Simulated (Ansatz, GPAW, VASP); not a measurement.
## One calculation of Bi, 3 ways

```
Bi
1.0
     2.26750    1.30914    3.93800
    -2.26750    1.30914    3.93800
     0.00000   -2.61828    3.93800
Bi
2
Direct
  0.76600 0.76600 0.76600
  0.23400 0.23400 0.23400
```

Alike in all runs: task single point; functional PBE; k mesh 7 × 7 × 7; occupations gaussian, width 0.1 eV; no spin polarisation; no spin-orbit coupling. Pressure is positive in compression and, in plane waves, holds the error of the finite cutoff.

| program and potentials | plane-wave cutoff (eV) | notes | pressure (GPa) | largest force (eV/Å) |
| --- | --- | --- | --- | --- |
| Ansatz, all-electron LAPW, scalar-relativistic | - | - | 2.11 | 0.200 |
| VASP, PBE PAW files Bi_d, 520 eV | 520 | - | 2.04 | 0.205 |
| GPAW, GPAW PAW data sets (gpaw-data 1.2.1) | 600 | - | 2.01 | 0.193 |

Force on atom 1 (Bi), eV/Å:

| program and potentials | x | y | z |
| --- | --- | --- | --- |
| Ansatz, all-electron LAPW, scalar-relativistic | 0.000 | 0.000 | -0.200 |
| VASP, PBE PAW files Bi_d, 520 eV | 0.000 | 0.000 | -0.205 |
| GPAW, GPAW PAW data sets (gpaw-data 1.2.1) | 0.000 | 0.000 | -0.193 |

The pressure spans 2.01 (GPAW, GPAW PAW data sets (gpaw-data 1.2.1)) to 2.11 GPa (Ansatz, all-electron LAPW, scalar-relativistic), with all-electron results at 2.11.

The functional is the same throughout but for its coding, so the spread measures potentials, basis and numerics; runs on potential files found faulty are left out.
